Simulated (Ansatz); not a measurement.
System: InSe (layers cut from the bulk crystal).

The cell holds 8 atoms: 4 Se and 4 In. Its edges and angles: a = 4.033 Å, b = 4.033 Å, c = 50.600 Å, α = 90.0°, β = 90.0°, γ = 120.0°. It derives from InSe. Regions: layer 1, 4 atoms (2 Se and 2 In); layer 2, 4 atoms (2 Se and 2 In). Vacuum lies along c.

```xyz
8
Lattice="4.0333 0.0000 0.0000 -2.0166 3.4929 0.0000 0.0000 0.0000 50.6000" Properties=species:S:1:pos:R:3
Se    0.0000    2.3286   18.4527
In    2.0166    1.1643   19.7435
In    2.0166    1.1643   22.5383
Se    0.0000    2.3286   23.8253
Se    2.0166    1.1643   26.7764
In    0.0000    0.0000   28.0617
In    0.0000    0.0000   30.8564
Se    2.0166    1.1643   32.1473
```

The structure was relaxed with PBE-D3(BJ). At the settings of the band run the largest force is still 0.08 eV/Å. The runs that relaxed it are not among those shown. PAW set soft_2, made with PBE.

Gaps computed with Ansatz 0.2.0 without a self-energy: PBE 1.03 eV and HSE06 1.76 eV.

What gap should G0W0 on PBE give (6×6×1 mesh, 947 empty bands, screening to 70 eV, default PAW files)?

About 1.83 eV: on its mesh the run moves the gap from 1.08 eV by +0.80 eV, and the mesh misses the edges by 0.05 eV. Among the scalar-relativistic levels given, HSE06 is nearest (−0.07 eV). Bands and cutoff are finite, so the gap is not at the basis limit. The miss can reach some tenths of an eV and take either sign; the mesh is an error of its own. The mesh in the plane is coarse for a sheet; gap and any exciton binding can still move on denser ones. The many-body steps are scalar-relativistic: spin-orbit coupling is not in them.

[Paths, hosts, dates, memory and timing lines, banners, echoed tables and standing remarks are left out of the program output.]

[Logs are printed without paths, hosts, clocks, repeated set-up lines and the standing remarks that a program may print on its own settings, such as how far it seeks lower states.]

[Runs of the session that timed out or met a known fault of the program may be left out.]

[Cells called generated may have been cut or substituted from an entry of the Crystallography Open Database or the Materials Project.]

[Hosts, paths, dates, database ids (printed as entryN), source tags and the programs' standing remarks are cut or masked in the printed files.]
